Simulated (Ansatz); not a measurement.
Runs of Ansatz 0.2.0 on NiO. The structure is cubic, space group Fm-3m (No. 225). The conventional cell has a = 4.172 Å, b = 4.172 Å, c = 4.172 Å, α = 90.00°, β = 90.00°, γ = 90.00°. Ni (site symmetry m-3m) is surrounded by 6 O at 2.09 Å. O (site symmetry m-3m) is surrounded by 6 Ni at 2.09 Å. 

| task | level | U | cell | cutoff (eV) | points for each segment of the path | hubbard projectors | double counting | gap on the mesh (eV) | pressure (GPa) | moment (μB) | relaxed volume (Å³/atom) |
| --- | --- | --- | --- | --- | --- | --- | --- | --- | --- | --- | --- |
| relaxation of cell and atoms | BLYP | - | relaxed | 420 | - | - | - | - | 0.0 | 1.86 | 9.80 |
| band structure | PBEsol+U | Ni d U = 6 eV | as given | 420 | 14 | ortho-atomic (the default) | fll (the default) | 1.93 | 4.1 | 2.00 | - |
| density of states | r2SCAN | - | as given | 500 | - | - | - | 0.82 | (a) | 2.00 | - |
| relaxation of cell and atoms | SVWN5 | - | relaxed | 420 | - | - | - | none | 0.0 | (b) | 8.26 |

Alike in all rows: potentials or basis Ansatz PAW; spin collinear, ferromagnetic start; k mesh 11 × 11 × 11; smearing fermi-dirac 0.05 eV.

**Question.** Estimate the missing entries.

**Answer.** (a) 2.7; (b) 0.31.

Caveats: the PAW data sets come from PBE, with cores solved anew for the run's functional, which leaves a small shift of forces and pressure; a cell with one magnetic atom can't hold antiferromagnetic order, which such compounds often take (some runs); the plane-wave basis is chosen anew once the cell has moved, so the energies of steps on either side of that aren't comparable (some runs); the magnetic or orbital state may not be the lowest (some runs); odd divisions of the mesh miss points on the zone boundary, where band edges often lie, so the gap on the mesh can be too wide (some runs); semilocal functionals often make such compounds metallic where correlation or magnetic order opens a gap, which also shifts bond lengths (some runs).

A k mesh can miss the band edges.

A gap of «none» marks a metal or a gap under the smearing width.

Runs at the PBE level aren't shown here.
